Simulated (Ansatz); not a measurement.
Wanted: the native input for an Ansatz 0.2.0 run.

```
Task                : elastic constants
Functional          : LDA
Potentials or basis : Ansatz PAW
Cutoff              : 420 eV (not typed: the program's choice for these potentials)
k mesh              : 8 × 8 × 8
Occupations         : fixed
Spin                : no spin polarisation
Atoms under strain  : relaxed
```

AlN:

```
CELL_PARAMETERS angstrom
0.00000 2.03452 2.03452
2.03452 0.00000 2.03452
2.03452 2.03452 0.00000
ATOMIC_POSITIONS crystal
Al 0.50000 0.50000 0.50000
N 0.00000 0.00000 0.00000
```

Measurements of this composition are mostly on another form, of space group No. 186.

One way to write it, as run:

input.yaml

```yaml
crystal:
  lattice:
    - [0.0, 2.034518, 2.034518]
    - [2.034518, 0.0, 2.034518]
    - [2.034518, 2.034518, 0.0]
  atoms:
    - { symbol: Al, position: [0.5, 0.5, 0.5] }
    - { symbol: "N", position: [0.0, 0.0, 0.0] }
hamiltonian:
  xc: lda
  pseudopotentials: { kind: paw }
kpoints:
  mp_grid: { grid: [8, 8, 8] }
scf:
  occupations: { method: fixed }
output:
  forces: true
  stress: true
elastic:
  mode: relaxed_ion
  stencil: two_point
```

Potentials or basis: Ansatz PAW.

The run is started by

```console
$ ansatz run input.yaml --threads 2 --pin off --max-ram 5632MiB --backend cpu --events-out ev --progress --plain --runs-dir out
```

Results of the run:

| Property | Result |
| --- | --- |
| Pressure | -11.0 GPa |
| Band gap on the k mesh | 4.29 eV, indirect (least direct gap 5.48 eV) |
| Elastic constants C11, C12, C44 | 386, 155, 307 GPa |
| Voigt bulk modulus | 232 GPa |

Caveat: the cell is more than 3 GPa from zero pressure, which shifts response properties; the pressure holds a Pulay correction of +0.7 GPa for the finite cutoff; the PAW data sets come from PBE, with cores solved anew for the run's functional, which leaves a small shift of forces and pressure.

It took 1.7 s on 2 threads of Intel(R) Xeon(R) Platinum 8488C (Sapphire Rapids), with other jobs on the host, peak memory 0.33 GiB.
